**Q:** I need the band gap of wurtzite boron nitride to judge it as an insulator. Five calculations on the same crystal give me five answers. Is one of them simply wrong?

Wurtzite BN, computed with Ansatz 0.2.0 using hybrid DFT and Hartree-Fock, plane waves and PAW potentials, in one 4-atom cell with the r2SCAN geometry. All rows use a 9×9×4 k mesh and fixed occupations, without spin polarisation or spin-orbit coupling. DDH-PBE0 takes the fraction 1/ε∞ of exact exchange.

| functional | wave cutoff | band gap (eV) | least direct gap (eV) |
| --- | --- | --- | --- |
| DDH-PBE0 | 420 eV | 7.014 | 10.406 |
| HSE06 | 420 eV | 6.530 | 9.956 |
| Hartree-Fock | 420 eV | 14.433 | 18.640 |
| PBE0 | 420 eV | 7.294 | 10.731 |
| r2SCANh | 500 eV | 6.500 | 9.859 |

**A:** Hartree-Fock is. It puts the gap at 14.4 eV, about twice the DDH-PBE0 value, while the four hybrid functionals lie within 0.8 eV of one another. The atoms sit in the same places in every row, and the gap joins the same two points of the band structure. The jump therefore comes from how the electrons are treated.

**Q:** The hybrids are relatives. Perhaps they agree because they share an error?

**A:** Agreement alone would be weak evidence. A better sign is what Hartree-Fock assumes about the crystal. The gap is the cost of taking an electron out of a filled orbital and placing one, far away, in an empty orbital. In a real crystal the other electrons shift towards the positive charge left behind and away from the added negative one. This response, called screening, lowers the cost of both steps. Hartree-Fock orbital energies describe the two steps with all other electrons frozen, so they overstate the gap.

**Q:** Can I see from the table that screening matters in this material?

**A:** Compare DDH-PBE0 with PBE0. Both replace part of the approximate exchange of PBE by exact exchange, the kind that Hartree-Fock uses in full. PBE0 takes a quarter; DDH-PBE0 takes $1/\varepsilon_\infty$, where the dielectric constant $\varepsilon_\infty$ tells how strongly the electrons weaken an electric field. The DDH-PBE0 gap is 0.28 eV smaller. If more exact exchange on the same PBE base means a larger gap (r2SCANh rests on another base and does not belong to this series), its fraction is below a quarter and $\varepsilon_\infty$ is above 4. Hartree-Fock keeps the interaction at full strength, as if $\varepsilon_\infty$ were 1, the value for empty space.

**Q:** Why should exact exchange widen a gap at all?

**A:** An electron in a filled orbital must not repel itself, and exact exchange takes that self-repulsion away. An empty orbital has none to remove, so an electron placed there feels all the others. Exact exchange thus pulls filled levels down much more than empty ones. The exchange potential of PBE depends on the density at each place and on how it varies there, not on whether an orbital is filled, and so it lowers both kinds of level.

**Q:** Can you put a number on that?

**A:** PBE0 and HSE06 make a clean pair: both use the fraction $a=1/4$, but HSE06 leaves out exact exchange at long range. In atomic units the long-range part of the repulsion is $\mathrm{erf}(\omega r)/r$, where $r$ is the distance between two electrons and $\omega$, about 0.11 per bohr, sets where long range begins. At small $r$ this is nearly the constant $2\omega/\sqrt{\pi}$. If the repulsion were exactly this constant, exact exchange would lower filled levels by it and leave empty ones in place; the PBE exchange it replaces would lower both by half of it. The exchange swap therefore moves filled levels down and empty levels up by $a\,\omega/\sqrt{\pi}$ each, and the gap opens by

$$\Delta E = a\,\frac{2\omega}{\sqrt{\pi}} = 0.25\times\frac{2\times0.11}{\sqrt{\pi}}\ \text{hartree}\approx 0.031\ \text{hartree}\approx 0.84\ \text{eV}.$$

**Q:** And what does the full calculation give?

**A:** From HSE06 to PBE0 the gap grows by 0.76 eV, so the estimate is about 10 % too high. That figure depends on $\omega$, which I took from the usual definition of HSE06 and not from the run; a slightly smaller value is also in use and would shrink the excess. The same calculations show the valence top falling by 0.39 eV and the conduction bottom rising by 0.38 eV, close to the even split that the argument requires. The estimate probably comes out high because the long-range repulsion weakens with distance, whereas I used its value at zero distance. The output printed below lists these comparisons.

**Q:** Does the same constant explain the whole Hartree-Fock error?

**A:** No. Hartree-Fock has three more quarters of exact exchange than PBE0. If each quarter gave the same long-range step as HSE06 to PBE0, that would be about 2.3 eV of the 7.1 eV between them, so most of the jump has to come from elsewhere, presumably from exchange at shorter range. A constant shift would also move the indirect and the direct gap equally. It nearly does so between HSE06 and PBE0, but in Hartree-Fock the least direct gap lies 4.2 eV above the indirect one, against about 3.4 eV in the hybrids, and it has moved to another point of the k mesh. Hartree-Fock therefore also changes the shape of the bands. The short-range part of exact exchange acts more strongly on some orbitals than on others, and Hartree-Fock also drops the PBE correlation potential that PBE0 keeps. The effect of exchange shows in the table: from DDH-PBE0 to PBE0 only the share of exact exchange changes, and the direct gap grows slightly more than the indirect one. How much the dropped correlation potential contributes, the table does not tell; being a local potential, it is expected to shift both band edges much alike and to change the gap little.

**Q:** So which number do I put in my data sheet?

**A:** Not the Hartree-Fock one. The hybrids give 6.5 to 7.3 eV, and that spread is a fair warning of how much the choice of functional matters; it is not an error bar against experiment. All of them were computed in one cell, taken from an r2SCAN calculation, and not in the cell that each functional would prefer. These are also gaps for separate charges in a motionless lattice. Light can be absorbed at lower energy, because the electron and the hole attract each other and the atoms vibrate. That absorption should be weak, though: the gap is indirect, so a vibration of the lattice has to supply the change in crystal momentum. For another insulator, first ask how easily its electrons are polarised: the more easily, the smaller the share of exact exchange that suits it.

Printed output of the fit:

```
gaps against DDH-PBE0, in eV:
           row  gap_above_DDH  direct_above_DDH  direct_less_indirect
      DDH-PBE0              0                 0                 3.392
         HSE06         -0.484             -0.45                 3.426
  Hartree-Fock          7.419             8.234                 4.207
          PBE0           0.28             0.325                 3.437
       r2SCANh         -0.514            -0.547                 3.359
spread of the band gap among the four hybrids, eV: 0.794
Hartree-Fock gap less PBE0 gap, eV: 7.139
Hartree-Fock gap over DDH-PBE0 gap, ratio: 2.058
Hartree-Fock direct gap over DDH-PBE0 direct gap, ratio: 1.791
PBE0 gap less DDH-PBE0 gap, eV: 0.28
PBE0 gap less HSE06 gap, eV: 0.764
PBE0 direct gap less HSE06 direct gap, eV: 0.775
estimated gap opening by long-range exchange, eV: 0.8444
estimate over computed PBE0-HSE06 gap difference, ratio: 1.105
estimated shift of each band edge, eV: 0.4222
fall of the valence top from HSE06 to PBE0, eV: 0.3875
rise of the conduction bottom from HSE06 to PBE0, eV: 0.3767
fall of the deepest valence level at Gamma from HSE06 to PBE0, eV: 0.4227
```
